The inverse-square rule for bond lengths fails for the band gap of ZnS: it gives less than half of the change computed when the crystal is squeezed or stretched. The rule treats every energy in the crystal as if it scaled by one common factor. The gap lies between two levels that respond differently to the bond length, and this difference is magnified because the gap is small beside the energies from which it is formed.

Band gaps of ZnS (space group F-43m, 2 atoms per cell) from Ansatz 0.2.0 with HSE06, PAW, a 420 eV plane-wave cutoff and a 6×6×6 k mesh, without spin polarisation or spin–orbit coupling. The cells are the r2SCAN-relaxed cell and hydrostatic strains of it. Each gap is the least over the mesh, the named k points and any paths computed between them.

```
volume (Å³/atom)  shortest distance (Å)  band gap (eV)  least direct gap (eV)
          17.300                  2.240          3.967                  3.967
          17.637                  2.254          3.874                  3.874
          17.968                  2.268          3.784                  3.784
          18.001                  2.270          3.775                  3.775
          19.554                  2.333          3.378                  3.378
          21.231                  2.398          2.991                  2.991
          22.572                  2.447          2.708                  2.708
```

**What happens**

The rule comes from a reasonable picture. Orbitals on neighbouring atoms couple more strongly when the atoms come closer, and in many tetrahedral crystals this coupling grows roughly as 1/d², where d is the shortest distance. If the whole gap followed the coupling, one computed gap would be enough to predict all the others.

Start from the cell of 19.554 Å³ per atom, with its gap of 3.378 eV, and stretch it to the largest cell. The distance grows from 2.333 to 2.447 Å, so the rule gives 3.378 × (2.333/2.447)² ≈ 3.07 eV. The computed gap is 2.708 eV. The rule is thus about 0.36 eV too high, or 13% of the computed gap.

The pattern of the errors shows that this is more than a poor starting value. The rule is too low in every cell smaller than the starting one and too high in both larger ones. A steeper power removes most of the error, but not all of it: the gap falls as about d⁻³·⁹ from the smallest cell to the starting one, but as d⁻⁴·⁶ from there to the largest. An exponent that drifts in this way is a sign that the quantity doesn't follow a single power law.

**Why it happens**

In every row the gap is direct and lies at Γ, the point where all cells of the crystal carry the same phase. By the standard bonding picture, the lowest empty level there is an antibonding mixture of Zn 4s and S 3s. Its bonding partner is the deep S 3s level. Shorter bonds strengthen their coupling and drive these two partners apart.

The valence top is different. It is made mainly of S 3p orbitals, which mix in a bonding way with Zn 4p and in an antibonding way with the deeper Zn 3d. The bonding with Zn 4p tends to lower the valence top when the bonds shorten. The S 3s level is lowered too, so some of the movement cancels, whereas the antibonding empty level is driven the opposite way. The mixing with Zn 3d pushes the valence top up and weakens this cancellation. As long as it doesn't outweigh the bonding part, the valence top should move less against S 3s than the empty level does.

The computed levels agree with this argument. Between the cells of 17.637 and 21.231 Å³ per atom, the lowest empty level comes 12% closer to the S 3s level. This is close to what the inverse-square rule predicts, but partly by chance, since the separation also contains the energy difference between the free atoms' Zn 4s and S 3s levels, which doesn't follow the rule. The valence top comes only 9% closer. The gap, which is the difference of the two separations, shrinks by 23%.

A short calculation shows how so small a mismatch has so large an effect. Let b be the height of the valence top above S 3s, and let p and q be the relative falls of the empty level and of the valence top towards S 3s. Since the first separation equals gap + b, the gap falls by p × (gap + b) − q × b. Divided by the gap, this is p + (p − q) × b/gap.

In the smaller of the two cells b is 15.20 eV and the gap 3.874 eV, so the mismatch is multiplied by about 4. With p = 11.95% and q = 9.18%, the gap falls by 11.95% + 2.77% × 3.92 ≈ 23%. This step is exact bookkeeping and holds whatever the cause of the mismatch. The bonding picture offers a likely reason why the valence top moves less in eV, and so why the gap shrinks at all. That it also moves less in percent, so that p exceeds q, is read from the computed levels, which don't separate the couplings.

The same expression explains part of the drifting exponent. As the crystal expands, the gap shrinks faster than b, so b/gap grows and an equal mismatch weighs more. This growth is too small for the whole drift; the rest must come from changes in the responses of the two levels themselves. To judge a similar case, ask first whether the two levels at the gap are moved by the same coupling, and then how small the gap is beside the distance between the antibonding level and its bonding partner. A small gap between unlike levels is where a common scaling rule is least safe.

A third level shows most directly that there is no common factor. At X, another point of the band structure, the lowest empty level moves away from the valence top on expansion, from 4.11 to 4.53 eV between the same two cells. By symmetry the s orbitals of neighbouring Zn and S atoms don't mix there, so this level lacks the s–s push that acts at Γ, though s and p orbitals can still mix. A factor that shrinks the gap at Γ cannot also widen the separation at X.

**What to do about it**

For volume changes within this range, use a constant shift per relative change of volume instead of a scaling factor. A straight line in the logarithm of the volume, fitted with two constants to all seven rows, reproduces each gap to better than 0.01 eV. Its slope means that 1% more volume lowers the gap by about 0.05 eV. The printed output below compares it with the inverse-square rule and with a free power.

The line is a local description. Its slope weakens slightly on expansion, and on compression the level at X approaches the one at Γ: at 17.637 Å³ per atom it is only 4.11 − 3.87 = 0.24 eV higher. If both levels keep their trends, X takes over as the lowest empty level in cells only slightly smaller than the smallest one here, and the gap then no longer follows this line.

The absolute gap needs a separate warning, because here the functional itself falls short. The measured gap of ZnS is roughly 3.7 eV, a recalled value, while HSE06 gives 3.378 eV in the unstrained cell. That cell was relaxed with another functional, r2SCAN, and HSE06 finds it slightly compressed. Relaxing it with HSE06 would lower the gap by about another 0.1 eV, so the geometry doesn't explain the shortfall.

Spin–orbit coupling and the vibrations of the atoms, both left out, would also lower the gap, so they don't explain it either. A likely cause, untested here, is that HSE06 removes exact exchange at long range, although the modest screening in ZnS should leave part of it. Squeezing the cell by 6 to 7% in volume would bring the computed gap to the measured one, but only by letting a wrong volume hide an error of the functional.

Numerical output:

```
fit of band_gap on 7 rows: coefficient of (v0/vol)**(s/3) 3.351 +/- 0.0071, s 4.25; rms 0.0168, worst 19.554 -0.0269, leave-one-out rms 0.0275
fit of band_gap on 7 rows: constant 3.384 +/- 0.0015, coefficient of log(vol/v0) -4.739 +/- 0.015; rms 0.00319, worst 19.554 0.00554, leave-one-out rms 0.00544
Misses in eV (prediction less computed gap):
     row  inverse-square rule  free power  line in ln V
    17.3              -0.3016     0.01903     -0.003092
  17.637              -0.2555    0.004565     -0.001514
  17.968                -0.21   -0.006265     0.0003769
  18.001              -0.2054   -0.007073     0.0006817
  19.554                    0    -0.02689      0.005539
  21.231               0.2067   -0.008609      0.002623
  22.572               0.3618     0.02652     -0.004615
Computed fall of gap over series divided by fall in the rule: 2.114
Inverse power of bond length from smallest cell to anchor: 3.937
Inverse power of bond length from anchor to largest cell: 4.621
Gap change per unit ln V from smallest cell to anchor (eV): -4.809
Gap change per unit ln V from anchor to largest cell (eV): -4.668
Lowest empty level above S 3s at Gamma in cell 17.637 (eV): 19.08
Lowest empty level above S 3s at Gamma in cell 21.231 (eV): 16.8
Valence top above S 3s at Gamma in cell 17.637 (eV): 15.2
Valence top above S 3s at Gamma in cell 21.231 (eV): 13.81
Change of first separation between these cells (percent): -11.95
Change of second separation between these cells (percent): -9.179
Change of gap between these cells (percent): -22.8
Change by inverse-square rule between these cells (percent): -11.63
Lowest empty level at X above valence top in cell 17.637 (eV): 4.11
Lowest empty level at X above valence top in cell 21.231 (eV): 4.53
Rough gap change if anchor cell relaxed to zero HSE06 pressure (eV): -0.111
```
